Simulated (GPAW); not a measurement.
# Does TiIn15P16 (InP32 Ti1) carry moments in GPAW?, part 2 of 2

Wanted: the moments of TiIn15P16 (InP32 Ti1) and the energy gained by spin polarisation.

GPAW 26.7.0; PBE; plane waves with GPAW's PAW setups, scalar-relativistic.

So far. Step 2 (Run 1 (ferro +)): After 27 cycles the largest moment stands at 0.707 μB.

### Step 3. Start 2: no spin polarisation

This run holds no moments, which gives a state to set the others against.

File nospin.py:

```python
import json
import numpy as np
from ase import Atoms
from ase.parallel import paropen, parprint
from gpaw import GPAW

atoms = Atoms(['Ti', 'P', 'In', 'P', 'In', 'P', 'In', 'P', 'In', 'P', 'In', 'P', 'In', 'P', 'In', 'P', 'In', 'P', 'In', 'P', 'In', 'P', 'In', 'P', 'In', 'P', 'In', 'P', 'In', 'P', 'In', 'P'],
    cell=[[11.738, 0.0, 0.0],
         [0.0, 11.738, 0.0],
         [0.0, 0.0, 5.869]],
    scaled_positions=[[0.0, 0.0, 0.0],
         [0.125, 0.125, 0.25],
         [0.0, 0.25, 0.5],
         [0.125, 0.375, 0.75],
         [0.25, 0.0, 0.5],
         [0.375, 0.125, 0.75],
         [0.25, 0.25, 0.0],
         [0.375, 0.375, 0.25],
         [0.0, 0.5, 0.0],
         [0.125, 0.625, 0.25],
         [0.0, 0.75, 0.5],
         [0.125, 0.875, 0.75],
         [0.25, 0.5, 0.5],
         [0.375, 0.625, 0.75],
         [0.25, 0.75, 0.0],
         [0.375, 0.875, 0.25],
         [0.5, 0.0, 0.0],
         [0.625, 0.125, 0.25],
         [0.5, 0.25, 0.5],
         [0.625, 0.375, 0.75],
         [0.75, 0.0, 0.5],
         [0.875, 0.125, 0.75],
         [0.75, 0.25, 0.0],
         [0.875, 0.375, 0.25],
         [0.5, 0.5, 0.0],
         [0.625, 0.625, 0.25],
         [0.5, 0.75, 0.5],
         [0.625, 0.875, 0.75],
         [0.75, 0.5, 0.5],
         [0.875, 0.625, 0.75],
         [0.75, 0.75, 0.0],
         [0.875, 0.875, 0.25]],
    pbc=True)
atoms.calc = GPAW(mode={'name': 'pw', 'ecut': 450},
    xc='PBE',
    kpts={'size': (3, 3, 5), 'gamma': True},
    occupations={'name': 'fermi-dirac', 'width': 0.05},
    convergence={'density': 1e-05, 'energy': 1e-05},
    maxiter=200,
    mixer={'name': 'pulay', 'beta': 0.05, 'nmaxold': 6, 'weight': 50},
    symmetry={'tolerance': 1e-4},
    txt='nospin.txt')
e = atoms.get_potential_energy(force_consistent=True)
res = {'free_energy': e, 'energy_sigma0': atoms.get_potential_energy(), 'fermi_energy': atoms.calc.get_fermi_level()}
parprint(f'free energy: {e:.6f} eV')
atoms.calc.write('nospin.gpw')
with paropen('results.json', 'w') as f:
    json.dump(res, f)
```

Launch:

```sh
$ OMP_NUM_THREADS=1 mpirun -n 4 gpaw python nospin.py > nospin.log
```

Numbers of over 12 decimals in the logs are rounded to 6 here.

What it wrote:

```text
free energy: -140.704059 eV

--- nospin.txt ---
Input parameters:
  mode=PW(ecut=450),
  convergence={'density': 1e-05, 'energy': 1e-05},
  kpts=MonkhorstPack(size=(3, 3, 5), gamma=True),
  maxiter=200,
  mixer=Pulay(name='pulay', nmaxold=6, beta=0.05, weight=50, sigma=0.015, g_ss=None),
  occupations=Occupations(name='fermi-dirac', width=0.05),
  symmetry=Symmetry(tolerance=0.0001),
  xc=XC(name='PBE')

Diagonalizing LCAO Hamiltonian
Converting LCAO to pw mode
        .----------------------------.
       /|                            |
      / |                            |
     /  |  P             P           |
    /   |       P              P     |
   /  In|            In              |
  /    P|         P   P          P   |
 *      .---In------------In---------.
 |     / P   P          P  P        /
 | In /       In In         In     /
 |   /         P             P    /
 |  /nP In         IP  In        /
 | /      In            In      /
 |/                            /
 Ti------------In-------------*

Atoms  # Å, Bohr magnetons
|    | symbol |         x |         y |        z |    initial magnetic moments |
|----|--------|-----------|-----------|----------|-----------------------------|
|  0 |     Ti |  0.000000 |  0.000000 | 0.000000 | ( 0.0000,  0.0000,  0.0000) |
|  1 |      P |  1.467250 |  1.467250 | 1.467250 | ( 0.0000,  0.0000,  0.0000) |
|  2 |     In |  0.000000 |  2.934500 | 2.934500 | ( 0.0000,  0.0000,  0.0000) |
|  3 |      P |  1.467250 |  4.401750 | 4.401750 | ( 0.0000,  0.0000,  0.0000) |
|  4 |     In |  2.934500 |  0.000000 | 2.934500 | ( 0.0000,  0.0000,  0.0000) |
|  5 |      P |  4.401750 |  1.467250 | 4.401750 | ( 0.0000,  0.0000,  0.0000) |
|  6 |     In |  2.934500 |  2.934500 | 0.000000 | ( 0.0000,  0.0000,  0.0000) |
|  7 |      P |  4.401750 |  4.401750 | 1.467250 | ( 0.0000,  0.0000,  0.0000) |
|  8 |     In |  0.000000 |  5.869000 | 0.000000 | ( 0.0000,  0.0000,  0.0000) |
|  9 |      P |  1.467250 |  7.336250 | 1.467250 | ( 0.0000,  0.0000,  0.0000) |
| 10 |     In |  0.000000 |  8.803500 | 2.934500 | ( 0.0000,  0.0000,  0.0000) |
| 11 |      P |  1.467250 | 10.270750 | 4.401750 | ( 0.0000,  0.0000,  0.0000) |
| 12 |     In |  2.934500 |  5.869000 | 2.934500 | ( 0.0000,  0.0000,  0.0000) |
| 13 |      P |  4.401750 |  7.336250 | 4.401750 | ( 0.0000,  0.0000,  0.0000) |
| 14 |     In |  2.934500 |  8.803500 | 0.000000 | ( 0.0000,  0.0000,  0.0000) |
| 15 |      P |  4.401750 | 10.270750 | 1.467250 | ( 0.0000,  0.0000,  0.0000) |
| 16 |     In |  5.869000 |  0.000000 | 0.000000 | ( 0.0000,  0.0000,  0.0000) |
| 17 |      P |  7.336250 |  1.467250 | 1.467250 | ( 0.0000,  0.0000,  0.0000) |
| 18 |     In |  5.869000 |  2.934500 | 2.934500 | ( 0.0000,  0.0000,  0.0000) |
| 19 |      P |  7.336250 |  4.401750 | 4.401750 | ( 0.0000,  0.0000,  0.0000) |
| 20 |     In |  8.803500 |  0.000000 | 2.934500 | ( 0.0000,  0.0000,  0.0000) |
| 21 |      P | 10.270750 |  1.467250 | 4.401750 | ( 0.0000,  0.0000,  0.0000) |
| 22 |     In |  8.803500 |  2.934500 | 0.000000 | ( 0.0000,  0.0000,  0.0000) |
| 23 |      P | 10.270750 |  4.401750 | 1.467250 | ( 0.0000,  0.0000,  0.0000) |
| 24 |     In |  5.869000 |  5.869000 | 0.000000 | ( 0.0000,  0.0000,  0.0000) |
| 25 |      P |  7.336250 |  7.336250 | 1.467250 | ( 0.0000,  0.0000,  0.0000) |
| 26 |     In |  5.869000 |  8.803500 | 2.934500 | ( 0.0000,  0.0000,  0.0000) |
| 27 |      P |  7.336250 | 10.270750 | 4.401750 | ( 0.0000,  0.0000,  0.0000) |
| 28 |     In |  8.803500 |  5.869000 | 2.934500 | ( 0.0000,  0.0000,  0.0000) |
| 29 |      P | 10.270750 |  7.336250 | 4.401750 | ( 0.0000,  0.0000,  0.0000) |
| 30 |     In |  8.803500 |  8.803500 | 0.000000 | ( 0.0000,  0.0000,  0.0000) |
| 31 |      P | 10.270750 | 10.270750 | 1.467250 | ( 0.0000,  0.0000,  0.0000) |

Unit cell  # Å
| periodic |         x |         y |        z |   lengths |    angles |
|----------|-----------|-----------|----------|-----------|-----------|
|      yes | 11.738000 |  0.000000 | 0.000000 | 11.738000 | 90.000000 |
|      yes |  0.000000 | 11.738000 | 0.000000 | 11.738000 | 90.000000 |
|      yes |  0.000000 |  0.000000 | 5.869000 |  5.869000 | 90.000000 |

Number of symmetries: 8

BZ-sampling:
  Number of BZ points: 45
  Number of IBZ points: 9

  Monkhorst-Pack size: [3, 3, 5]
  Monkhorst-Pack shift: [0, 0, 0]

Plane wave coefficients: 17550
Cutoff: 450.000000 eV

Spin-components: 1 (collinear spins)
Bands:           177
Projectors:      176
Spin-degeneracy: 2
Datatype:        complex128

Parallelization:
  kpt:    2
  domain: 2
  band:   1

Density:
  Valence electrons: 287.0
  Components: 1
  Grid points: [60 60 30]
  Charge: 0.0  # |e|

Potential:
  Grid points: [60 60 30]

[... setups left out ...]
Reference energy: -2571701.927723  # eV

eigensolver:
  PPCG
  Converge bands: occupied
  niter=2

density mixing:
  Pulay-Mixer
  Linear mixing parameters: 0.05
  Old densities: 6
  Fourier metric: weight=50, sigma=0.015

occupation numbers:
  Fermi-Dirac:
    width: 0.0500  # eV

poisson solver:
  ecut: 3600.000000  # eV

xc functional:
  name: PBE with 2 nearest neighbor stencil

convergence criteria:
- Maximum integral of absolute [dens]ity change: 1e-05 electrons / valence electron
- Maximum [total energy] change in last 3 cyles: 1e-05 eV / valence electron
- Maximum integral of absolute [eigenst]ate change: 4e-08 eV^2 / valence electron
maximum number of iterations: 200

SCF iterations
|iter     |      energy | eigst |  dens |
|---------|-------------|-------|-------|
|iter:   1|       0s | -146.266326 | -0.27 |       |
|iter:   2|      11s | -145.222478 | -1.50 | -1.09 |
|iter:   3|      22s | -140.965819 | -1.21 | -1.15 |
|iter:   4|      33s | -140.747177 | -2.01 | -1.42 |
|iter:   5|      44s | -140.715690 | -2.43 | -1.48 |
|iter:   6|      55s | -140.822549 | -2.70 | -1.65 |
|iter:   7|      66s | -140.697809 | -2.69 | -1.89 |
|iter:   8|      77s | -140.666247 | -2.94 | -2.18 |
|iter:   9|      88s | -140.663484 | -4.16 | -2.71 |
|iter:  10|      98s | -140.662901 | -4.26 | -2.63 |
|iter:  11|     109s | -140.662858c| -5.38 | -3.07 |
|iter:  12|     120s | -140.662924c| -5.40 | -3.10 |
|iter:  13|     131s | -140.662889c| -6.29 | -3.33 |
|iter:  14|     141s | -140.662874c| -6.54 | -3.41 |
|iter:  15|     152s | -140.662901c| -7.09 | -3.54 |
|iter:  16|     163s | -140.662938c| -7.14 | -3.59 |
|iter:  17|     173s | -140.662987c| -7.00 | -3.68 |
|iter:  18|     184s | -140.662999c| -7.32 | -3.94 |
|iter:  19|     195s | -140.663005c| -7.39 | -4.14 |
|iter:  20|     200s | -140.663005c| -7.88c| -4.40 |
|iter:  21|     211s | -140.663002c| -7.81c| -4.53 |
|iter:  22|     216s | -140.663002c| -8.33c| -4.91 |
|iter:  23|     222s | -140.663002c| -8.43c| -4.97 |
|iter:  24|     227s | -140.663002c| -8.93c| -5.03c|

Converged in 24 steps
Energy contributions relative to reference atoms: (reference = -2571701.927723)

Energy contributions:
  Kinetic:         345.878365
  Coulomb:        -320.189735
  Zero:              2.940326
  External:          0.000000
  Xc:             -169.250901
  Entropy:          -0.082115
  Spinorbit:         0.000000
  ----------------------------
  Free energy:    -140.704059
  Extrapolated:   -140.663002

dipole moment: (-155.540607, -155.540607, -156.591677)  # |e|*Ang

Fermi level: 5.785
Eigenvalues  # (at kpt = [0.000, 0.000, 0.000])
| band index |      eig [eV] | occ [0-2] |
|------------|---------------|-----------|
|          0 |       -52.138 |     2.000 |
|        ... |               |           |
|        138 |         3.748 |     2.000 |
|        139 |         3.789 |     2.000 |
|        140 |         4.594 |     2.000 |
|        141 |         4.615 |     2.000 |
|        142 |         4.615 |     2.000 |
|        143 |         5.634 |     1.907 |
|        144 |         5.706 |     1.657 |
|        145 |         5.722 |     1.553 |
|        146 |         6.284 |     0.000 |
|        147 |         6.353 |     0.000 |
|        148 |         6.353 |     0.000 |
|        149 |         6.986 |     0.000 |
|        150 |         7.015 |     0.000 |
|        151 |         7.015 |     0.000 |
|        152 |         7.175 |     0.000 |
|        153 |         7.229 |     0.000 |
|        ... |               |           |
|        176 |         9.399 |     0.000 |

No gap
No difference between direct/indirect transitions
```

It took 4.1 min on 4 MPI ranks of Intel Xeon 6975P-C (Granite Rapids), shared host; peak memory 2.1 GiB.

Read from the output:

```yaml
final_state: non-magnetic (no spin polarisation)
```

It lies 151 meV a seeded atom over the first start.

### Step 4. Energies of the orders

These are free energies at a smearing of 0.05 eV, so its entropy term is in the differences. They are divided by the number of seeded atoms, so that cells of unlike size compare.

Orders:

| start | final state | typed order kept | energy over the lowest (meV a seeded atom) | largest site moment (μB) | net moment (μB a primitive cell) | mesh matched | CPU time (s) |
| --- | --- | --- | --- | --- | --- | --- | --- |
| ferro + | ferromagnetic | yes | 0 | 0.7065 | 0.9948 | yes | 2172 |
| no spin polarisation | non-magnetic | - | 150.7 | 0 | 0 | yes | 990.4 |

### Step 5. What came out

* lower run: with moments
* largest site moment: 0.707 μB
* energy gained by spin polarisation: 151 meV a seeded atom

In words: The crystal holds moments, up to 0.707 μB, and gains 151 meV a seeded atom by them. No antiferromagnetic order was tried, so the session says nothing on how the moments order.

[Logs and program files are shortened in this print: banners, set-up blocks, solver, clock and traceback lines can be left out without a mark of their own.]

[Logs are printed without paths, hosts, clocks, repeated set-up lines and the standing remarks that a program may print on its own settings, such as how far it seeks lower states.]

[Hosts, paths, dates, database ids (printed as entryN), source tags and the programs' standing remarks are cut or masked in the printed files.]

[Where a cell is said to come from a database of computed structures, the database is the Materials Project.]
